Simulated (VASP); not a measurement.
# TePb (Fm-3m) in VASP: a series of runs, part 2 of 2

VASP 6.6.1. Earlier steps stand in the parts before.

## Step 5: Single point, PBE

Input file INCAR:

```
ALGO     = Normal         # electronic algorithm
EDIFF    = 1E-6           # SCF threshold, eV
ENCUT    = 520            # plane-wave cutoff, eV
GGA      = PE             # functional
ISIF     = 2              # what is computed and relaxed
ISMEAR   = 0              # smearing method
LASPH    = T              # aspherical terms in the spheres
LCHARG   = F              # write CHGCAR
LREAL    = F              # projectors in reciprocal space
LWAVE    = F              # write WAVECAR
NELM     = 60             # most SCF steps
PREC     = Accurate       # precision mode
SIGMA    = 0.017          # smearing width, eV
```

Input file KPOINTS:

```
k-points
0
Gamma
  7 7 7
```

Input file POSCAR:

```
TePb
1.0
    0.0000000000      3.2310000000      3.2310000000
    3.2310000000      0.0000000000      3.2310000000
    3.2310000000      3.2310000000      0.0000000000
Pb Te
1 1
Direct
    0.0000000000      0.0000000000      0.0000000000
    0.5000000000      0.5000000000      0.5000000000
```

Potentials or basis: VASP PAW PBE potentials, release 64 (Pb_d, Te).

Launch:

```sh
$ cat potpaw_PBE.64/Pb_d/POTCAR potpaw_PBE.64/Te/POTCAR > POTCAR
$ mpirun -np 1 vasp_std > vasp.out
```

OUTCAR:

```text
EDIFF = 1E-6
   ENCUT = 520
   GGA = PE
   ISIF = 2
   ISMEAR = 0
   LASPH = T
   LREAL = F
   NELM = 60
   PREC = Accurate

 ion  position               nearest neighbor table
   1  0.000  0.000  0.000-   2 3.23   2 3.23   2 3.23   2 3.23   2 3.23   2 3.23
   2  0.500  0.500  0.500-   1 3.23   1 3.23   1 3.23   1 3.23   1 3.23   1 3.23

  LATTYP: Found a face centered cubic cell.
 ALAT       =     6.4620000000

  Lattice vectors:

 A1 = (   0.0000000000,   3.2310000000,   3.2310000000)
 A2 = (   3.2310000000,   0.0000000000,   3.2310000000)
 A3 = (   3.2310000000,   3.2310000000,   0.0000000000)

Analysis of symmetry for initial positions (statically):
=====================================================================
 Subroutine PRICEL returns:
 Original cell was already a primitive cell.

 Routine SETGRP: Setting up the symmetry group for a
 face centered cubic supercell.

 Subroutine GETGRP returns: Found 48 space group operations
 (whereof 48 operations were pure point group operations)
 out of a pool of 48 trial point group operations.

The static configuration has the point symmetry O_h .

Analysis of symmetry for dynamics (positions and initial velocities):
=====================================================================
 Subroutine PRICEL returns:
 Original cell was already a primitive cell.

 Routine SETGRP: Setting up the symmetry group for a
 face centered cubic supercell.

 Subroutine GETGRP returns: Found 48 space group operations
 (whereof 48 operations were pure point group operations)
 out of a pool of 48 trial point group operations.

The dynamic configuration has the point symmetry O_h .

 Subroutine INISYM returns: Found 48 space group operations
 (whereof 48 operations are pure point group operations),
 and found     1 'primitive' translations

----------------------------------------------------------------------------------------

                                     Primitive cell

  volume of cell :      67.4592

[... 114 lines left out ...]
 non-spin polarized calculation
 Gauss-broadening in eV      SIGMA  =   0.02
  energy-cutoff  :      520.00
  volume of cell :       67.46
 maximum number of plane-waves:      1837
 NGX is ok and might be reduce to    36
   NGX = 17   NGY = 17   NGZ = 17

 number of electron      20.0000003 magnetization

 Free energy of the ion-electron system (eV)
  ---------------------------------------------------
  ext. energy  EPLUGINS =         0.00000000
  ---------------------------------------------------
  free energy    TOTEN  =        -7.50259066 eV

  energy without entropy =       -7.50259066  energy(sigma->0) =       -7.50259066

 E-fermi :   5.5929     XC(G=0):  -9.3008

 val. band max:        5.5202279557   @ k =   0.4286   0.0000   0.0000
 cond. band min:       6.5315387417   @ k =   0.4286   0.0000   0.0000
 fundamental gap:      1.0113107860
 Fermi energy:         5.5929277129

 k-point     1 :       0.0000    0.0000    0.0000
  band No.  band energies     occupation
      1     -11.0952      2.00000
      2     -11.0952      2.00000
      3     -11.0859      2.00000
      4     -11.0859      2.00000
      5     -11.0859      2.00000
      6      -6.3954      2.00000
      7       0.0296      2.00000
      8       4.2764      2.00000
      9       4.2764      2.00000
     10       4.2764      2.00000
     11       9.7030      0.00000
     12       9.7030      0.00000
     13       9.7030      0.00000
     14      11.4202      0.00000
[... 309 lines left out ...]
      1     -11.1374      2.00000
      2     -11.0971      2.00000
      3     -11.0815      2.00000
      4     -11.0744      2.00000
      5     -11.0614      2.00000
      6      -4.5917      2.00000
      7      -2.4130      2.00000
      8       1.7260      2.00000
      9       2.3546      2.00000
     10       4.9456      2.00000
     11       7.5678      0.00000
     12      10.3301      0.00000
     13      11.1367      0.00000
     14      11.7545      0.00000

------------------------ aborting loop because EDIFF is reached ----------------------------------------

  FORCE on cell =-STRESS in cart. coord.  units (eV):
  Direction    XX          YY          ZZ          XY          YZ          ZX
  --------------------------------------------------------------------------------------
  -------------------------------------------------------------------------------------
  Total        0.8643026      0.8643026      0.8643026      0.0000000      0.0000000     -0.0000000
  in kB       20.5274742     20.5274742     20.5274742      0.0000000      0.0000000     -0.0000000
  external PRESSURE =      20.5274742 kB  Pullay stress =       0.0000000 kB

 VOLUME and BASIS-vectors are now :
 -----------------------------------------------------------------------------
  energy-cutoff  :      520.00
  volume of cell :       67.46
      direct lattice vectors                 reciprocal lattice vectors
     0.000000000  3.231000000  3.231000000    -0.154750851  0.154750851  0.154750851
     3.231000000  0.000000000  3.231000000     0.154750851 -0.154750851  0.154750851
     3.231000000  3.231000000  0.000000000     0.154750851  0.154750851 -0.154750851

 POSITION                                       TOTAL-FORCE (eV/Angst)
 -----------------------------------------------------------------------------------
      0.00000      0.00000      0.00000         0.000000     -0.000000     -0.000000
      3.23100      3.23100      3.23100        -0.000000      0.000000      0.000000
 -----------------------------------------------------------------------------------
    total drift:                               -0.000000      0.000000      0.000000

  FREE ENERGIE OF THE ION-ELECTRON SYSTEM (eV)
  ---------------------------------------------------
  free  energy   TOTEN  =        -7.5025906567 eV

  energy  without entropy=       -7.5025906567  energy(sigma->0) =       -7.50259066
```

stdout:

```text
POSCAR found type information on POSCAR PbTe
 POSCAR found :  2 types and       2 ions
 scaLAPACK will be used
 LDA part: xc-table for (Slater+PW92), standard interpolation
 POSCAR, INCAR and KPOINTS ok, starting setup
 FFT: planning ... GRIDC
 FFT: planning ... GRID_SOFT
 FFT: planning ... GRID
 WAVECAR not read
 entering main loop
```

Wall time 12 s (1 thread of Intel Xeon Platinum 8559C (Emerald Rapids), shared host); peak memory 0.2 GiB.

Results:

| Item | Value |
| --- | --- |
| Free energy | -7.5026 eV |
| Pressure | 2.1 GPa |

Levels at points of the mesh, in eV from the Fermi level:
```tsv
k point	band 6	band 7	band 8	band 9	band 10	band 11	band 12	band 13	band 14
(0.00, 0.00, 0.00)	-11.99	-5.56	-1.32	-1.32	-1.32	4.11	4.11	4.11	5.83
```

Caveat: this odd mesh misses L, where the gap lies, so gap, dielectric constants and Born charges aren't listed. The run has no spin-orbit coupling, so splittings on Pb, Te are missing.

## Step 6: Relaxation of cell and atoms, PBE0

POSCAR is that of step 5.

Input file INCAR.step1:

```
SYSTEM = TePb
  PREC = Accurate
  ENCUT = 600
  EDIFF = 1E-5
  ISMEAR = -1
  SIGMA = 0.05
  LREAL = .FALSE.
  LASPH = .TRUE.
  NELM = 60
  ALGO = Normal
  LWAVE = .TRUE.
  LCHARG = .FALSE.
  GGA = PE
```

Input file INCAR.step2:

```
SYSTEM = TePb
  PREC = Accurate
  ENCUT = 600
  EDIFF = 1E-6
  ISMEAR = -1
  SIGMA = 0.05
  LREAL = .FALSE.
  LASPH = .TRUE.
  NELM = 60
  ALGO = Normal
  ISIF = 3
  LWAVE = .FALSE.
  LCHARG = .FALSE.
  GGA = PE
  LHFCALC = .TRUE.
  AEXX = 0.25
  PRECFOCK = Fast
  HFRCUT = -1
  IBRION = 2
  NSW = 40
  EDIFFG = -0.01
  ISTART = 1
```

Input file KPOINTS:

```
regular mesh
0
G
  4 4 4
  0 0 0
```

Potentials or basis: VASP PAW PBE potentials, release 64 (Pb_d, Te).

Launch:

```sh
$ cat potpaw_PBE.64/Pb_d/POTCAR potpaw_PBE.64/Te/POTCAR > POTCAR
$ cp INCAR.step1 INCAR
$ mpirun -np 1 vasp_std > vasp.out
$ cp INCAR.step2 INCAR
$ mpirun -np 1 vasp_std > vasp.out
```

Run time: 11 min. Hardware: 1 thread of Intel Xeon Platinum 8559C (Emerald Rapids), shared host; peak memory 0.25 GiB.

The run converged. Its results:

```
Free energy                            : -9.9423 eV
Relaxed volume                         : 34.42 Å³/atom
Relaxed cell                           : a = 4.600 Å, b = 4.600 Å, c = 4.600 Å, α = 60.00°, β = 60.00°, γ = 60.00°
Space group after relaxing (to 0.05 Å) : Fm-3m (No. 225)
Energy gained by relaxing              : 2.1 meV/atom
Ionic steps                            : 4
Pressure after relaxing                : 0.0 GPa
Band gap on the k mesh                 : 1.71 eV, direct
```

The path:
```csv
step,energy change (eV),largest force (eV/Å),pressure (GPa),volume (Å³)
1,0.0000,0.0000,0.93,67.46
2,-0.0037,0.0000,-0.18,69.39
3,-0.0042,0.0000,-0.07,68.96
4,-0.0042,0.0000,-0.04,68.85
```

Final structure:
```
Pb Te
1.0
     0.00000    3.25300    3.25300
     3.25300    0.00000    3.25300
     3.25300    3.25300    0.00000
Pb Te
1 1
Direct
  0.00000 0.00000 0.00000
  0.50000 0.50000 0.50000
```

Levels at points of the mesh, in eV from the valence-band top:
| k point | band 7 | band 8 | band 9 | band 10 | band 11 | band 12 | band 13 | band 14 |
| --- | --- | --- | --- | --- | --- | --- | --- | --- |
| (0.00, 0.00, 0.00) | -6.09 | -1.57 | -1.57 | -1.57 | 5.43 | 5.43 | 5.43 | 7.07 |
| (0.50, 0.00, 0.00) | -9.42 | -1.06 | -1.06 | 0.00 | 1.71 | 2.30 | 2.30 | 9.78 |
| (0.50, 0.50, 0.00) | -7.93 | -5.03 | -3.16 | -3.16 | 4.41 | 6.89 | 6.89 | 8.18 |

Caveat: the k mesh is coarse (spacing up to 0.42 Å⁻¹), so the values aren't converged, least of all with exact exchange; the PAW data sets were made with another functional, which shifts forces and pressure a little; spin-orbit coupling is left out, which as a rule narrows the gap of such compounds by several tenths of an eV. A k mesh can miss the band edges.

## Step 7: The reference run

An earlier run on the cell as given: functional PBEsol; potentials or basis VASP PAW PBE potentials, release 64 (Pb_d, Te); cutoff 520 eV; k mesh 7 × 7 × 7; occupations fermi-dirac, width 0.05 eV; no spin polarisation.

- Pressure: -0.4 GPa

## Step 8: Overview

| task | level | cell | k mesh | cutoff (eV) | smearing | grid for exact exchange (PRECFOCK) | exchange at q = 0 | ladder | mesh quality | pressure (GPa) | relaxed volume (Å³/atom) |
| --- | --- | --- | --- | --- | --- | --- | --- | --- | --- | --- | --- |
| relaxation of cell and atoms | RPBE | relaxed | 7 × 7 × 7 | 600 | fermi-dirac 0.05 eV | - | - | - | not flagged | 0.0 | 36.79 |
| relaxation of cell and atoms | revPBE | relaxed | 7 × 7 × 7 | 600 | fermi-dirac 0.05 eV | - | - | - | not flagged | 0.0 | 36.38 |
| relaxation of cell and atoms | BLYP | relaxed | 7 × 7 × 7 | 600 | fermi-dirac 0.05 eV | - | - | - | not flagged | 0.0 | 38.29 |
| single point | PBE | as given | 7 × 7 × 7 | 520 | gaussian 0.017 eV | - | - | - | not flagged | 2.1 | - |
| relaxation of cell and atoms | PBE0 | relaxed | 4 × 4 × 4 | 600 | fermi-dirac 0.05 eV | Fast | truncated | - | coarse | 0.0 | 34.42 |
| single point | PBEsol | as given | 7 × 7 × 7 | 520 | fermi-dirac 0.05 eV | - | - | free | not flagged | -0.4 | - |

Alike in all rows: potentials or basis VASP PAW PBE potentials, release 64 (Pb_d, Te); no spin polarisation.

Caveats: some runs use coarse meshes; the PAW data sets were made with another functional, which shifts forces and pressure a little (some runs); the volume moved by +14 % from the deposited cell, more than functionals usually miss (some runs); spin-orbit coupling is left out, which as a rule narrows the gap of such compounds by several tenths of an eV (some runs).

Absolute energies hang on the potentials; compare differences alone.
